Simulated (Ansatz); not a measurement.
All numbers below come from DFT LDA, scalar-relativistic, plane waves, PAW in Ansatz 0.2.0.

Structure of Si:

```
Si
1.0
     3.80198    0.00000    0.00000
    -1.90099    3.29261    0.00000
     0.00000    0.00000    6.28912
Si
4
Direct
  0.33333 0.66667 0.06303
  0.66667 0.33333 0.56303
  0.33333 0.66667 0.43697
  0.66667 0.33333 0.93697
```

Settings: cutoff 420 eV, Γ-centred mesh 12×12×6 on the computed 4-atom cell, Gaussian smearing of 0.02 eV; no spin polarisation.

Levels along Γ–M–K–Γ–A–L–H–A | L–M | H–K, in eV from a zero inside the gap, sorted by energy at each point. Points in fractions of the primitive reciprocal vectors: Γ (0.000 0.000 0.000), M (0.500 0.000 0.000), K (0.333 0.333 0.000), A (0.000 0.000 0.500), L (0.500 0.000 0.500), H (0.333 0.333 0.500).
```csv
point,"k (1/Å, with 2π)",band 5,band 6,band 7,band 8,band 9,band 10,band 11
Γ,0.000,-1.68,-0.50,-0.14,-0.14,0.85,1.82,1.82
-,0.136,-1.81,-0.61,-0.59,-0.25,1.23,1.90,2.02
-,0.273,-2.12,-1.62,-0.86,-0.54,1.21,2.39,2.47
-,0.409,-2.76,-2.48,-1.31,-0.87,0.94,2.67,2.90
-,0.545,-3.88,-2.80,-1.87,-1.17,0.65,2.67,3.05
-,0.681,-4.91,-3.05,-2.47,-1.41,0.39,2.39,2.91
-,0.818,-5.05,-3.20,-2.99,-1.55,0.20,2.21,2.78
M,0.954,-4.92,-3.25,-3.23,-1.60,0.14,2.15,2.74
-,1.033,-4.91,-3.39,-3.24,-1.75,0.35,2.32,2.35
-,1.111,-4.90,-3.72,-3.25,-2.10,0.90,1.84,2.87
-,1.190,-4.92,-4.04,-3.28,-2.54,1.40,1.64,3.59
-,1.269,-5.05,-4.20,-3.35,-2.95,1.02,2.51,4.42
-,1.348,-5.26,-4.16,-3.45,-3.29,0.74,3.44,4.77
-,1.426,-5.42,-4.02,-3.61,-3.50,0.56,4.42,4.99
K,1.505,-5.48,-3.81,-3.81,-3.56,0.51,5.16,5.25
-,1.662,-5.27,-4.31,-3.35,-3.29,0.71,4.26,4.63
-,1.820,-4.77,-4.74,-2.83,-2.67,1.21,3.39,3.88
-,1.977,-4.25,-4.01,-2.15,-2.02,1.79,2.69,3.32
-,2.135,-3.19,-3.13,-1.42,-1.41,1.98,2.19,2.84
-,2.292,-2.42,-1.91,-0.93,-0.76,1.74,1.90,2.47
-,2.449,-1.87,-0.74,-0.62,-0.30,1.34,1.81,2.18
Γ,2.607,-1.68,-0.50,-0.14,-0.14,0.85,1.82,1.82
-,2.678,-1.67,-0.70,-0.17,-0.17,0.87,1.85,1.85
-,2.749,-1.63,-1.18,-0.26,-0.26,0.92,1.93,1.93
-,2.821,-1.56,-1.56,-0.40,-0.40,1.00,2.06,2.06
-,2.892,-1.47,-1.47,-0.57,-0.57,1.12,2.22,2.22
-,2.964,-1.36,-1.36,-0.74,-0.74,1.26,2.08,2.40
-,3.035,-1.23,-1.23,-0.91,-0.91,1.44,1.85,2.59
A,3.106,-1.08,-1.08,-1.08,-1.08,1.64,1.64,2.81
-,3.243,-1.56,-1.56,-1.20,-1.20,1.98,1.98,2.78
-,3.379,-2.43,-2.43,-1.50,-1.50,1.92,1.92,3.36
-,3.515,-3.04,-3.04,-1.85,-1.85,1.50,1.50,3.63
-,3.651,-3.11,-3.11,-2.16,-2.16,1.11,1.11,2.97
-,3.788,-2.93,-2.93,-2.40,-2.40,0.84,0.84,2.23
-,3.924,-2.73,-2.73,-2.56,-2.56,0.70,0.70,1.65
L,4.060,-2.64,-2.64,-2.61,-2.61,0.67,0.67,1.42
-,4.139,-2.89,-2.89,-2.49,-2.49,0.80,0.80,1.50
-,4.218,-3.29,-3.29,-2.42,-2.42,1.03,1.03,1.81
-,4.296,-3.73,-3.73,-2.35,-2.35,1.17,1.17,2.43
-,4.375,-4.15,-4.15,-2.29,-2.29,1.26,1.26,3.18
-,4.454,-4.48,-4.48,-2.23,-2.23,1.32,1.32,3.54
-,4.533,-4.69,-4.69,-2.19,-2.19,1.34,1.34,3.41
H,4.611,-4.76,-4.76,-2.17,-2.17,1.35,1.35,3.35
-,4.769,-4.53,-4.53,-2.27,-2.27,1.41,1.41,3.55
-,4.926,-3.99,-3.99,-2.54,-2.54,1.70,1.70,3.91
-,5.083,-3.28,-3.28,-2.85,-2.85,2.15,2.15,3.49
-,5.241,-3.02,-3.02,-2.48,-2.48,2.45,2.45,2.98
-,5.398,-2.61,-2.61,-1.76,-1.76,2.51,2.51,2.59
-,5.556,-1.68,-1.68,-1.26,-1.26,2.09,2.09,2.70
A,5.713,-1.08,-1.08,-1.08,-1.08,1.64,1.64,2.81
L,5.713,-2.64,-2.64,-2.61,-2.61,0.67,0.67,1.42
-,5.784,-3.03,-2.77,-2.43,-2.37,0.52,0.67,1.51
-,5.856,-3.47,-2.91,-2.31,-2.24,0.52,0.55,1.76
-,5.927,-3.90,-3.03,-2.45,-2.05,0.41,0.75,2.05
-,5.998,-4.30,-3.13,-2.70,-1.88,0.29,1.13,2.35
-,6.070,-4.62,-3.20,-2.96,-1.73,0.21,1.56,2.60
-,6.141,-4.84,-3.24,-3.16,-1.64,0.15,1.96,2.73
M,6.213,-4.92,-3.25,-3.23,-1.60,0.14,2.15,2.74
H,6.213,-4.76,-4.76,-2.17,-2.17,1.35,1.35,3.35
-,6.284,-4.94,-4.55,-2.27,-2.27,1.49,1.49,2.72
-,6.355,-5.10,-4.34,-2.54,-2.54,1.88,1.88,2.14
-,6.427,-5.23,-4.12,-2.88,-2.88,1.61,2.42,2.42
-,6.498,-5.34,-3.91,-3.22,-3.22,1.16,3.08,3.08
-,6.569,-5.42,-3.73,-3.53,-3.53,0.81,3.80,3.80
-,6.641,-5.46,-3.74,-3.74,-3.61,0.59,4.56,4.56
K,6.712,-5.48,-3.81,-3.81,-3.56,0.51,5.16,5.25
```

This form isn't the element's structure at ambient conditions.

Cost: 1 run of about 2.4 core-minutes, on Intel Xeon Processor @ 2.50GHz (Skylake/Cascade Lake) (shared hosts).